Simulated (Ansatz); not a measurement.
# Ag: equation of state with PBEsol

Crystal: Ag.

```
Ag
1.0
     2.93000    0.00000    0.00000
    -1.46500    2.53745    0.00000
     0.00000    0.00000    4.79000
Ag
2
Cartesian
  1.4650 0.8458 3.5925
  0.0000 1.6916 1.1975
```

This isn't the form of Ag at room conditions, which is fcc.

| Item | Value |
| --- | --- |
| Program | Ansatz 0.2.0 |
| Task | equation of state |
| Functional | PBEsol |
| Potentials or basis | PseudoDojo standard |
| Cutoff | 1116 eV |
| Density cutoff | 4463 eV |
| k mesh | 10 × 10 × 6 |
| Occupations | fermi-dirac, width 0.05 eV |
| Spin | no spin polarisation |

```
Equilibrium volume                        : 16.73 Å³/atom (rough: see the caveat)
Bulk modulus at fixed shape and positions : 117 GPa (rough)
```

Energy against volume, from the lowest point:
```
volume (Å³/atom)  energy (meV/atom)
          16.738               0.00
          17.094               2.77
          17.450              10.35
          17.806              22.10
          18.162              37.46
          18.518              55.95
          18.875              77.12
```

All runs of the series together: 19 s on 2 threads of Intel(R) Xeon(R) 6975P-C (Granite Rapids), on a shared host.

Caveat: the minimum lies outside the volumes run; the cell was scaled at fixed shape and fractional positions, which overstates the stiffness of a crystal with free parameters, most of all of layers and chains.
